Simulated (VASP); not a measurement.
# Pd (Im-3m) in VASP: further runs, part 2 of 2

VASP 6.6.1. Earlier steps stand in the parts before.

### Step 4. Single point, PBE

The input, INCAR:

```
SYSTEM = Pd
PREC = Accurate ; ENCUT = 460
EDIFF = 1E-6 ; ISMEAR = 0
SIGMA = 0.1 ; LREAL = .FALSE.
LASPH = .TRUE. ; NELM = 100
ALGO = Normal ; ISIF = 2
LWAVE = .FALSE. ; LCHARG = .FALSE.
GGA = PE ; ADDGRID = .FALSE.
```

The input, KPOINTS:

```
Automatic mesh
0
G
  11 11 11
  0 0 0
```

The input, POSCAR:

```
Pd
1.0
   -1.5722810000      1.5722810000      1.5722810000
    1.5722810000     -1.5722810000      1.5722810000
    1.5722810000      1.5722810000     -1.5722810000
Pd
1
Direct
    0.0000000000      0.0000000000      0.0000000000
```

Potentials or basis: VASP PAW PBE potentials, release 64 (Pd).

The run is started by

```
$ cat potpaw_PBE.64/Pd/POTCAR > POTCAR
$ mpirun -np 1 vasp_std > vasp.out
```

OUTCAR:

```text
SYSTEM = Pd
   PREC = Accurate
   ENCUT = 460
   EDIFF = 1E-6
   ISMEAR = 0
   LREAL = .FALSE.
   LASPH = .TRUE.
   NELM = 100
   ISIF = 2
   GGA = PE

 Found     56 irreducible k-points:

 Following reciprocal coordinates:
            Coordinates               Weight
  0.000000  0.000000  0.000000      1.000000
  0.090909  0.000000  0.000000     12.000000
  0.181818  0.000000  0.000000     12.000000
  0.272727  0.000000  0.000000     12.000000
  0.363636  0.000000  0.000000     12.000000
  0.454545  0.000000  0.000000     12.000000
   k-points           NKPTS =     56   k-points in BZ     NKDIM =     56   number of bands    NBANDS=      9
   number of dos      NEDOS =    301   number of ions     NIONS =      1
   total plane-waves  NPLWV =   8000
   dimension x,y,z NGX =    20 NGY =   20 NGZ =   20
   dimension x,y,z NGXF=    40 NGYF=   40 NGZF=   40
   ions per type =               1
   NGX,Y,Z   is equivalent  to a cutoff of  12.21, 12.21, 12.21 a.u.
   NGXF,Y,Z  is equivalent  to a cutoff of  24.42, 24.42, 24.42 a.u.
 SYSTEM =  Pd
   PREC   = accura    normal or accurate (medium, high low for compatibility)
   ISTART =      0    job   : 0-new  1-cont  2-samecut
   ICHARG =      2    charge: 1-file 2-atom 10-const
   ISPIN  =      1    spin polarized calculation?
   LNONCOLLINEAR =      F non collinear calculations
   LSORBIT =      F    spin-orbit coupling
   LASPH  =      T    aspherical Exc in radial PAW
[... 62 lines left out ...]
      3       6.2001      2.00000
      4       6.2001      2.00000
      5       8.0415      2.00000
      6       8.0415      2.00000
      7      28.1918      0.00000
      8      28.1918      0.00000
      9      28.1918      0.00000
[... 49 lines left out ...]
 k-point     6 :       0.4545    0.0000    0.0000
  band No.  band energies     occupation
      1       4.0411      2.00000
      2       5.1116      2.00000
      3       7.9545      2.00000
      4       8.2482      2.00000
      5       9.3916      0.00000
      6      10.0580      0.00000
      7      16.9329      0.00000
      8      24.0420      0.00000
      9      26.4698      0.00000

 [... further k-points ...]

------------------------ aborting loop because EDIFF is reached ----------------------------------------

  FORCE on cell =-STRESS in cart. coord.  units (eV):
  Direction    XX          YY          ZZ          XY          YZ          ZX
  --------------------------------------------------------------------------------------
  -------------------------------------------------------------------------------------
  Total       -0.1029426     -0.1029426     -0.1029426     -0.0000000     -0.0000000     -0.0000000
  in kB      -10.6085300    -10.6085300    -10.6085300     -0.0000000     -0.0000000     -0.0000000
  external PRESSURE =     -10.6085300 kB  Pullay stress =       0.0000000 kB

 VOLUME and BASIS-vectors are now :
 -----------------------------------------------------------------------------
  energy-cutoff  :      460.00
  volume of cell :       15.55
      direct lattice vectors                 reciprocal lattice vectors
    -1.572281000  1.572281000  1.572281000     0.000000000  0.318009313  0.318009313
     1.572281000 -1.572281000  1.572281000     0.318009313  0.000000000  0.318009313
     1.572281000  1.572281000 -1.572281000     0.318009313  0.318009313  0.000000000

 POSITION                                       TOTAL-FORCE (eV/Angst)
 -----------------------------------------------------------------------------------
      0.00000      0.00000      0.00000        -0.000000      0.000000      0.000000
 -----------------------------------------------------------------------------------
    total drift:                                0.000000     -0.000000      0.000000

  FREE ENERGIE OF THE ION-ELECTRON SYSTEM (eV)
  ---------------------------------------------------
  free  energy   TOTEN  =        -5.1673876140 eV

  energy  without entropy=       -5.1586127793  energy(sigma->0) =       -5.16300020
```

OSZICAR:

```text
N       E                     dE             d eps       ncg     rms          rms(c)
DAV:   1     0.331318794122E+02    0.33132E+02   -0.49588E+03  1032   0.939E+02
DAV:   2    -0.506371839648E+01   -0.38196E+02   -0.36939E+02  1052   0.180E+02
DAV:   3    -0.541091287469E+01   -0.34719E+00   -0.34610E+00  1136   0.195E+01
DAV:   4    -0.541295713615E+01   -0.20443E-02   -0.20441E-02  1138   0.138E+00
DAV:   5    -0.541298332068E+01   -0.26185E-04   -0.26186E-04  1171   0.144E-01    0.658E+00
DAV:   6    -0.517799463654E+01    0.23499E+00   -0.11287E+00  1028   0.982E+00    0.325E+00
DAV:   7    -0.517026792938E+01    0.77267E-02   -0.59524E-03  1106   0.705E-01    0.175E+00
DAV:   8    -0.516738215751E+01    0.28858E-02   -0.94522E-04  1077   0.265E-01    0.462E-02
DAV:   9    -0.516738402066E+01   -0.18632E-05   -0.70701E-06  1142   0.269E-02    0.973E-03
DAV:  10    -0.516738779417E+01   -0.37735E-05   -0.15210E-06  1079   0.142E-02    0.242E-03
DAV:  11    -0.516738761404E+01    0.18012E-06   -0.11029E-08   535   0.100E-03
   1 F= -.51673876E+01 E0= -.51630002E+01  d E =-.877483E-02
```

stdout:

```text
POSCAR found type information on POSCAR Pd
 POSCAR found :  1 types and       1 ions
 scaLAPACK will be used
 LDA part: xc-table for (Slater+PW92), standard interpolation
 POSCAR, INCAR and KPOINTS ok, starting setup
 FFT: planning ... GRIDC
 FFT: planning ... GRID_SOFT
 FFT: planning ... GRID
 WAVECAR not read
 entering main loop
```

Run time: 11 s. Hardware: 1 thread of Intel Xeon Platinum 8375C at 2.90GHz (Ice Lake), shared host; peak memory 0.12 GiB.

The run converged, but some of its settings lie outside the range that counts as converged, so its numbers aren't taken as properties of the crystal.

What came out:

```
Free energy            : -5.1674 eV
Pressure               : -1.1 GPa
Band gap on the k mesh : none (metal or under the smearing width)
```

### Step 5. The reference run

An earlier run on the cell as given: functional PBEsol; potentials or basis VASP PAW PBE potentials, release 64 (Pd); cutoff 520 eV; k mesh 12 × 12 × 12; occupations fermi-dirac, width 0.05 eV; no spin polarisation.

- Pressure: -10.3 GPa
- Band gap on the k mesh: none (metal or under the smearing width)
